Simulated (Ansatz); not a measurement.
Ga:

```
Ga
1.0
     2.71648    0.00000    0.00000
     0.00000    2.71648    0.00000
     0.00000    0.00000    2.71648
Ga
1
Cartesian
  0.0000 0.0000 0.0000
```

The cell was built by a generator and needn't be a form met in nature.

```yaml
Program: Ansatz 0.2.0
Task: single point
Functional: PBE
Potentials_or_basis: Ansatz PAW
Cutoff: "420 eV (not typed: the program's choice for these potentials)"
k_mesh: 10 × 10 × 10
Occupations: fermi-dirac, width 0.05 eV
Spin: no spin polarisation
```

On this cell: pressure 0.2 GPa; band gap on the k mesh none (metal or under the smearing width).

The same run follows on a disturbed copy (cell strained at random at fixed volume):

```xyz
1
Lattice="2.6806 -0.0264 0.0481 -0.0264 2.7442 0.0268 0.0481 0.0268 2.7264" Properties=species:S:1:pos:R:3 pbc="T T T"
Ga   -0.0140    0.0288   -0.0016
```

**Question.** What changes?

**Answer.** The energy (extrapolated to zero smearing) moves by -4.5 meV/atom; pressure 0.2 GPa; band gap on the k mesh none (metal or under the smearing width).

Stress tensor (GPa, compression positive):
```
 1.63 -0.52  0.78
-0.52 -0.61  0.49
 0.78  0.49 -0.56
```

The energy falls, though the first cell shows no forces: that form is unstable against this distortion, unless noise or another electronic state is at work.
